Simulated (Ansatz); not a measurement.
# Si2Mo: the cost of one run

Program: Ansatz 0.2.0. Level of theory: DFT PBEsol, scalar-relativistic. These are calculated values, not measurements.

## Step 1: The structure to begin with

The structure is tetragonal, space group I4/mmm (No. 139). The conventional cell has a = 3.200 Å, b = 3.200 Å, c = 7.861 Å, α = 90.00°, β = 90.00°, γ = 90.00°. Si (site symmetry 4mm) is surrounded by 5 Si at 2.61 to 2.63 Å and 5 Mo at 2.62 Å. Mo (site symmetry 4/mmm) is surrounded by 10 Si at 2.62 Å.

Structure file:

```xyz
3
Lattice="-1.6000 1.6000 3.9305 1.6000 -1.6000 3.9305 1.6000 1.6000 -3.9305" Properties=species:S:1:pos:R:3 pbc="T T T"
Si    0.0000    0.0000    2.6177
Si    0.0000    0.0000    5.2433
Mo    0.0000    0.0000    0.0000
```

Atoms are numbered in the order of the input: Si1, Si2, Mo3.

## Step 2: The deformed structure

Space group I4/mmm before, C2/m after.

## Step 3: Full-potential LAPW

The input, input.yaml:

```yaml
crystal:
  lattice:
    - [-1.544695, 1.623305, 3.9305]
    - [1.623305, -1.544695, 3.9305]
    - [1.576695, 1.576695, -3.8985]
  atoms:
    - { symbol: Si, position: [0.333, 0.333, 0.0] }
    - { symbol: Si, position: [0.667, 0.667, 0.0] }
    - { symbol: Mo, position: [0.0, 0.0, 0.0] }
kpoints:
  mp_grid: { grid: [12, 12, 16] }
  band_path:
    path:
      - [0.0, 0.0, 0.0]
      - [0.5, 0.5, -0.5]
      - [0.9090867848, 0.0909132152, -0.5]
      - [0.0909132152, -0.0909132152, -0.5]
      - [0.0, 0.0, -0.5]
      - [0.0, 0.0, 0.0]
      - [0.5, -0.5, 0.0]
      - [0.5, 0.0, -0.5]
      - [0.0, 0.0, 0.0]
    npoints: 5
scf:
  occupations: { method: fermi_dirac, width: 0.03 }
hamiltonian:
  xc: pbesol
  pseudopotentials: { kind: all_electron, lapw: { basis_error: 0.001 } }
output:
  forces: true
  stress: true
  eigenvalues: true
```

Run with:

```
$ ansatz run input.yaml --threads 1 --pin off --max-ram 6144MiB --backend cpu --events-out ev --progress --plain --runs-dir out
```

Q: Estimate wall time and peak memory on 1 thread of Arm Neoverse V2, shared host.

About 2.5 min, with a peak of 1.8 GiB.
